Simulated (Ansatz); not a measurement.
# Calculated 14N nuclear quadrupole resonance for Hf3N4

Cell: a Materials Project structure (computed, not necessarily an observed phase), taken as it stands.

```cif
data_Hf3N4
_symmetry_space_group_name_H-M 'I-43d'
_symmetry_Int_Tables_number 220
_cell_length_a 6.7151
_cell_length_b 6.7151
_cell_length_c 6.7151
_cell_angle_alpha 90.000
_cell_angle_beta 90.000
_cell_angle_gamma 90.000
loop_
_atom_site_label
_atom_site_type_symbol
_atom_site_symmetry_multiplicity
_atom_site_Wyckoff_symbol
_atom_site_fract_x
_atom_site_fract_y
_atom_site_fract_z
Hf Hf 12 b 0.7500 0.3750 0.5000
N N 16 c 0.0668 0.5668 0.9332
```

One atom of each set is listed; the run and its k-mesh use a cell of 14 atoms with edges of 5.82, 5.82, 5.82 Å.

Computed with Ansatz: DFT, r2SCAN, plane waves and PAW (field gradients read without the response of the frozen cores, which leaves them typically 4 to 6 % off), scalar-relativistic, 500 eV cutoff, Γ-centred 6×6×6 k-points, Fermi–Dirac smearing 0.02 eV.

14N: I = 1, Q = 20.44 mb (year-2017 value). Static lattice, zero field.

Task: The simulated lines lie at 0.330 MHz. What are |C_Q|, η and |V_zz| at N?

Result: For I = 1 the lines are ν± = (3/4)|C_Q|(1 ± η/3) and ν₀ = |C_Q|η/2. Here |C_Q| = 0.440 MHz, η = 0.00 and |V_zz| = 0.89 × 10²¹ V/m². The calculation gives V_zz positive; the lines don't show the sign. The site has 6 Hf at 2.21–2.45 Å.

An axis of threefold or higher order runs through N, so V_zz lies along it and η is zero.

Without spin–orbit coupling the gradients at and beside Hf can be off by some per cent, at some sites by more.
